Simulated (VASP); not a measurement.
Write the native input for VASP 6.6.1 that does the following.

* Task: single point
* Functional: revPBE
* Potentials or basis: VASP PAW PBE potentials, release 64 (Ni)
* Cutoff: 520 eV
* k mesh: 16 × 16 × 5
* Occupations: fermi-dirac, width 0.1 eV
* Spin: no spin polarisation
* Dipole correction: no
* Further INCAR settings: ALGO = Fast; EDIFF = 1e-06; NBANDS = 28

The structure of Ni lies in POSCAR:

```
Ni
1.0
    2.4325214619      0.0000000000      0.0000000000
   -1.2162607309      2.1066253812      0.0000000000
    0.0000000000      0.0000000000      7.9699492232
Ni
4
Direct
    0.0000000000      0.0000000000      0.0000000000
    0.0000000000      0.0000000000      0.5000000000
    0.3333333333      0.6666666667      0.2500000000
    0.6666666667      0.3333333333      0.7500000000
```

This isn't the form of Ni at room conditions, which is fcc.

These files were run (other wordings do the same):

INCAR

```
PREC     = Accurate       # precision mode
ENCUT    = 520            # plane-wave cutoff, eV
EDIFF    = 1E-6           # SCF threshold, eV
ISMEAR   = -1             # smearing method
SIGMA    = 0.1            # smearing width, eV
LREAL    = F              # projectors in reciprocal space
LASPH    = T              # aspherical terms in the spheres
NELM     = 100            # most SCF steps
ALGO     = Fast           # electronic algorithm
ISIF     = 2              # what is computed and relaxed
LWAVE    = F              # write WAVECAR
LCHARG   = F              # write CHGCAR
GGA      = RE             # functional
NBANDS   = 28             # bands
```

KPOINTS

```
Automatic mesh
0
Gamma
  16 16 5
```

Potentials or basis: VASP PAW PBE potentials, release 64 (Ni).

Command:

```bash
$ cat potpaw_PBE.64/Ni/POTCAR > POTCAR
$ mpirun -np 1 vasp_std > vasp.out
```

It gave:

```json
{
  "Pressure": "18.9 GPa",
  "Band gap on the k mesh": "none (metal or under the smearing width)"
}
```

Caveat: so large a pressure means that the cell lies far from this level's equilibrium, or that cutoff or potentials fall short; the potentials were made for another functional, which shifts forces and pressure; the run has no spin polarisation, though such a crystal can be magnetic.

It took 110 s on 1 thread of Intel(R) Xeon(R) Platinum 8488C (Sapphire Rapids), on a shared host, peak memory 0.2 GiB.
